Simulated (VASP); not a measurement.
La2O3 (strained database structure): one PBE single-point calculation in two programs

```
La O
1.0
     3.85640    0.00000    0.00000
    -1.92820    3.33974    0.00000
     0.00000    0.00000    6.28073
La O
2 3
Direct
  0.66667 0.33333 0.75357
  0.33333 0.66667 0.24643
  0.66667 0.33333 0.35695
  0.33333 0.66667 0.64305
  0.00000 0.00000 0.00000
```

Each program uses its own PAW datasets. VASP's cell holds 40 valence electrons and Ansatz's 40. Ansatz's stress includes a Pulay correction; VASP's doesn't.

Cutoffs: 520 eV in VASP, 420 eV in Ansatz. k meshes: 12×12×4 and 12×12×4.

|  | VASP | Ansatz |
| --- | --- | --- |
| gap between bands v and c | 3.84 eV | 3.82 eV |
| least direct gap | 3.97 eV | 3.95 eV |
| pressure | 4.2 GPa | 4.5 GPa |
| largest force | 0.03 eV/Å | 0.02 eV/Å |

Band v is the last that the valence electrons fill when counted band by band, and c is the next. Levels in eV from the top of v, Ansatz:

```tsv
point	v−1	v	c	c+1
Γ	-0.44	-0.15	4.30	4.75
M	-0.41	-0.37	3.82	4.74
K	-0.91	0.00	3.95	4.75
A	-0.38	-0.38	4.71	4.79
L	-0.28	-0.12	4.30	4.67
H	-0.41	-0.21	4.30	4.84
```

VASP:

```tsv
point	v−1	v	c	c+1
Γ	-0.43	-0.14	4.34	4.78
M	-0.41	-0.36	3.84	4.80
K	-0.90	0.00	3.97	4.79
A	-0.37	-0.37	4.77	4.83
L	-0.28	-0.12	4.33	4.71
H	-0.40	-0.20	4.32	4.88
```

Forces (eV/Å), VASP:

```tsv
atom	Fx	Fy	Fz
La	0.000	0.000	-0.030
La	0.000	0.000	0.030
O	0.000	0.000	-0.011
O	0.000	0.000	0.011
O	0.000	0.000	0.000
```

Ansatz:

```tsv
atom	Fx	Fy	Fz
La	0.000	0.000	-0.015
La	0.000	0.000	0.015
O	0.000	0.000	-0.005
O	0.000	0.000	0.005
O	0.000	0.000	0.000
```
